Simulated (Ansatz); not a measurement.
# SiC (F-43m), ideal shear of a crystal plane

Method: Ansatz 0.2.0, DFT PBE, scalar-relativistic, plane waves, PAW. The runs took a 420 eV cutoff, a Γ-centred 10×10×2 mesh and Gaussian smearing (0.05 eV). No spin polarisation. Energies are free energies at this smearing, counted from the undisturbed cell; pressure is positive in compression.

The starting cell (relaxed at this level):

```
Si C
1.0
     2.18986   -2.18986    0.00000
     2.18986    0.00000   -2.18986
     8.75946    8.75946    8.75946
Si C
6 6
Direct
  0.00000 0.00000 0.39580
  0.33333 0.33333 0.22913
  0.66667 0.66667 0.56247
  0.00000 0.00000 0.89580
  0.33333 0.33333 0.72913
  0.66667 0.66667 0.06247
  0.66667 0.66667 0.43747
  0.00000 0.00000 0.27080
  0.33333 0.33333 0.60413
  0.66667 0.66667 0.93747
  0.00000 0.00000 0.77080
  0.33333 0.33333 0.10413
```

The cut lies on the cell's a–b face, a (1 -1 1) plane (indices in the standard cell, whose axes needn't be the Cartesian ones shown) of area 8.31 Å², between layers 1.90 Å apart. Vector c is tilted by f times 1·a + 0·b (length 3.097 Å) with the atoms' Cartesian places fixed: one unrelaxed fault a cell. The traction is dγ/du, the slope of γ against the slip u in Å. Some rows repeat others by symmetry and weren't run.

```
     f  γ (mJ/m²) traction (GPa)
0.0000          0             0.0
0.1000        284            18.2
0.2000       1105            33.9
0.3000       2287            40.0
0.4000       3385            27.4
0.5000       3827             0.0
0.6000       3385           -27.4
0.7000       2287           -40.0
0.8000       1105           -33.9
0.9000        284           -18.2
```

**Question.** Read off the first barrier and the stress needed to climb it, and compare with Frenkel's sinusoid.

**Answer.** The first sampled maximum lies at f = 0.500, a slip of 1.55 Å, with γ ≈ 3827 mJ/m², which stands in for the unstable fault energy γ_us, and the steepest sampled slope before it is 40.0 GPa. A sinusoid γ = γ_us sin²(πu/λ) with its maximum there has λ = 3.10 Å and a largest slope πγ_us/λ = 38.8 GPa (1 mJ/m² per Å = 0.01 GPa). The stand-in is too high: the stress and forces give a traction of 17.8 GPa across the line at this point, so it is no saddle, and slip that bends off the line crosses lower.

**Question.** Is there a metastable fault on this line?

**Answer.** Apart from points where γ returns to about zero, no local minimum shows among the samples, so at this sampling the line offers no fault for a dislocation to split on; a fault can still lie off the line.

The cut is rigid; relaxing the faces lowers these energies and usually the stresses.

Cost: 6 runs of about 1.6 core-minutes in all, on Intel Xeon 6975P-C (Granite Rapids) (shared hosts).